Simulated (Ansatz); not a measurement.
The system is Ba.

```
CELL_PARAMETERS angstrom
3.99965 0.00000 0.00000
0.00000 3.99965 0.00000
0.00000 0.00000 3.60554
ATOMIC_POSITIONS crystal
Ba 0.50000 0.50000 0.50000
```

This isn't the form of Ba at room conditions, which is bcc.

| Quantity | Value |
| --- | --- |
| Program | Ansatz 0.2.0 |
| Task | relaxation of cell and atoms |
| Functional | LDA |
| Potentials or basis | all-electron LAPW, relativistic spinors |
| Basis error allowed | 0.001 eV/atom |
| k mesh | 5 × 5 × 5 |
| Occupations | methfessel-paxton, width 0.1 eV |
| Spin | spin-orbit coupling, no magnetisation |

At the start: volume 57.68 Å³/atom.

Question: How do energy, volume and symmetry change on relaxing?

Answer: Over 6 steps the energy falls by 52.3 meV/atom and the volume is 53.22 Å³/atom (-7.7 %); space group Pm-3m (No. 221, to 0.05 Å).

Step by step:
```
step  energy change (eV)  largest force (eV/Å)  volume (Å³)
   1              0.0000                0.0000        57.68
   2             -0.0323                0.0000        56.31
   3             -0.0521                0.0000        53.09
   4             -0.0522                0.0000        53.07
   5             -0.0522                0.0000        53.22
   6             -0.0523                0.0000        53.22
```

Final structure:
```yaml
crystal:
  lattice:
    - [3.76232, 0.00000, 0.00000]
    - [0.00000, 3.76232, 0.00000]
    - [0.00000, 0.00000, 3.75956]
  atoms:
    - { symbol: Ba, position: [0.50000, 0.50000, 0.50000] }
```

Caveat: the k mesh is thin for a metal, which can move the energy by tens of meV per atom.
